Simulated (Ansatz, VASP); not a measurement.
Si in VASP and in Ansatz

The input INCAR:

```
PREC     = Accurate       # precision mode
ENCUT    = 520            # plane-wave cutoff, eV
EDIFF    = 1E-6           # SCF threshold, eV
ISMEAR   = 0              # smearing method
SIGMA    = 0.1            # smearing width, eV
LREAL    = F              # projectors in reciprocal space
LASPH    = T              # aspherical terms in the spheres
NELM     = 100            # most SCF steps
ALGO     = Normal         # electronic algorithm
ISIF     = 2              # what is computed and relaxed
LWAVE    = F              # write WAVECAR
LCHARG   = F              # write CHGCAR
GGA      = CA             # functional
NBANDS   = 16             # bands
```

KPOINTS

```
Automatic mesh
0
Gamma
  4 4 6
```

File POSCAR:

```
Si
1.0
    3.9554811151      0.0000000000      0.0000000000
    0.0000000000      5.5938950236      0.0000000000
    0.0000000000      0.0000000000      3.7139366938
Si
4
Direct
    0.0000000000      0.0000000000      0.0000000000
    0.5000000000      0.2500000000      0.0000000000
    0.5000000000      0.5000000000      0.4999921000
    0.0000000000      0.7500000000      0.4999921000
```

Input for Ansatz:

```yaml
crystal:
  lattice:
    - [3.9554811151, 0.0, 0.0]
    - [0.0, 5.5938950236, 0.0]
    - [0.0, 0.0, 3.7139366938]
  atoms:
    - { symbol: Si, position: [0.0, 0.0, 0.0] }
    - { symbol: Si, position: [0.5, 0.25, 0.0] }
    - { symbol: Si, position: [0.5, 0.5, 0.4999921] }
    - { symbol: Si, position: [0.0, 0.75, 0.4999921] }
basis:
  ecutwfc: 420
kpoints:
  mp_grid: { grid: [4, 4, 6] }
hamiltonian:
  xc: lda
  pseudopotentials: { kind: paw, azcp: { folder: soft_1 } }
scf:
  occupations: { method: gaussian, width: 0.1 }
output:
  forces: true
  stress: true
  eigenvalues: true
```

The cell was built by a generator and needn't be a form met in nature.

Alike in both runs: task single point; functional LDA; k mesh 4 × 4 × 6; occupations gaussian, width 0.1 eV; no spin polarisation.

|  | VASP | Ansatz |
| --- | --- | --- |
| version | VASP 6.6.1 | Ansatz 0.2.0 |
| potentials or method | VASP PAW LDA potentials, release 64 (Si) | scalar-relativistic, plane waves, PAW |
| plane-wave cutoff (eV) | 520 | 420 |
| valence electrons in the cell | 16 | 16 |

```csv
,VASP,Ansatz,Ansatz less VASP
gap on the k mesh at the Fermi level (eV),0.28,0.28,+0.008
least direct gap on the mesh (eV),0.28,0.28,+0.008
pressure (GPa),-3.3,-3.3,-0.06
largest component of the traceless stress (GPa),7.04,7.01,-0.024
rms of the force components (eV/Å),0.298,0.297,-0.0006
```

Atom by atom the forces differ by 0.001 eV/Å (rms over components). Ansatz warned: «pseudo_functional_mismatch».

A k mesh can miss the band edges. A hybrid or GW would open this gap; LDA tends to underestimate it.
